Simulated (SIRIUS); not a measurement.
A run of SIRIUS 7.12.0:

Contents of sirius.json:

```json
{
  "control": {
    "processing_unit": "cpu",
    "verbosity": 2,
    "num_bands_to_print": 22,
    "print_forces": true,
    "print_stress": true
  },
  "parameters": {
    "electronic_structure_method": "pseudopotential",
    "xc_functionals": ["XC_GGA_X_PBE_SOL", "XC_GGA_C_PBE_SOL"],
    "gk_cutoff": 7.5,
    "pw_cutoff": 15.0,
    "ngridk": [9, 9, 5],
    "shiftk": [0, 0, 0],
    "smearing": "fermi_dirac",
    "smearing_width": 0.0018374661,
    "num_bands": 22,
    "num_mag_dims": 0,
    "num_dft_iter": 100,
    "energy_tol": 1e-08,
    "density_tol": 1e-06
  },
  "iterative_solver": {
    "type": "davidson",
    "min_tolerance": 1e-10
  },
  "mixer": {
    "type": "anderson",
    "beta": 0.7,
    "max_history": 8
  },
  "settings": {
    "tol_ne": 1e-10,
    "pseudo_grid_cutoff": 6.5
  },
  "unit_cell": {
    "lattice_vectors": [
      [1.0, 0.0, 0.0],
      [-0.5, 0.866025403793, 0.0],
      [0.0, 0.0, 1.60632183908]
    ],
    "lattice_vectors_scale": 6.5762469137,
    "atom_coordinate_units": "lattice",
    "atom_types": ["Pb"],
    "atom_files": {
      "Pb": "Pb.json"
    },
    "atoms": {
      "Pb": [
        [0.6666666667, 0.3333333333, 0.75],
        [0.3333333333, 0.6666666667, 0.25]
      ]
    }
  }
}
```

Potentials or basis: PseudoDojo 0.4.1 PBEsol standard (scalar relativistic).

Launch:

```bash
$ upf_to_json Pb.upf
$ OMP_NUM_THREADS=1 sirius.scf --input=sirius.json --output=out.json --task=0
```

Hardware: 1 thread of AMD EPYC 9R45 96-Core Processor (Zen 5) (shared host).

**Question.** Estimate the wall time of this run.

**Answer.** Wall time 16 s on 1 thread of AMD EPYC 9R45 96-Core Processor (Zen 5), with other jobs on the host, peak memory 0.27 GiB. Counts: scf iterations 10, k points 36, plane waves 2803, bands 22.
